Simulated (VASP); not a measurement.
The system is BaTiO3.

```
CELL_PARAMETERS angstrom
3.99980 0.00000 0.00000
0.00000 3.99980 0.00000
0.00000 0.00000 4.01800
ATOMIC_POSITIONS crystal
Ba 0.00000 0.00000 0.00000
Ti 0.50000 0.50000 0.49000
O 0.50000 0.50000 0.01900
O 0.50000 0.00000 0.51700
O 0.00000 0.50000 0.51700
```

| Quantity | Value |
| --- | --- |
| Program | VASP 6.6.1 |
| Task | relaxation of cell and atoms |
| Functional | AM05 |
| Potentials or basis | VASP PAW PBE potentials, release 64 (Ba_sv, Ti_sv, O) |
| Cutoff | 600 eV |
| k mesh | 8 × 8 × 8 |
| Occupations | gaussian, width 0.03 eV |
| Spin | no spin polarisation |

At the start: pressure -1.4 GPa; volume 12.86 Å³/atom.

Question: Where does the relaxation end?

Answer: Over 16 steps the energy falls by 4.1 meV/atom and the volume is 12.91 Å³/atom (+0.4 %); space group P4mm (No. 99, to 0.05 Å).

The path:
```csv
step,energy change (eV),largest force (eV/Å),pressure (GPa),volume (Å³)
1,0.0000,0.3791,-1.43,64.28
2,-0.0063,0.0699,1.87,63.22
3,-0.0076,0.1680,0.89,63.52
4,-0.0128,0.1085,0.58,63.78
5,-0.0153,0.1270,0.26,64.22
6,-0.0154,0.1115,0.26,64.15
7,-0.0177,0.1004,-0.44,64.48
8,-0.0178,0.1068,-0.62,64.56
9,-0.0192,0.0778,-0.17,64.45
10,-0.0195,0.0777,0.17,64.38
11,-0.0199,0.0588,0.15,64.44
12,-0.0202,0.0530,0.01,64.58
13,-0.0204,0.0135,-0.13,64.65
14,-0.0204,0.0067,-0.13,64.63
15,-0.0204,0.0052,-0.12,64.63
16,-0.0204,0.0061,0.09,64.55
```

Final structure:
```
Ba Ti O
1.0
     3.96577    0.00000    0.00000
     0.00000    3.96577    0.00000
     0.00000    0.00000    4.10413
Ba Ti O
1 1 3
Direct
  0.00000 0.00000 0.99585
  0.50000 0.50000 0.47795
  0.50000 0.50000 0.03369
  0.50000 0.00000 0.51775
  0.00000 0.50000 0.51775
```

Caveat: the PAW data sets were made with another functional, which shifts forces and pressure a little.
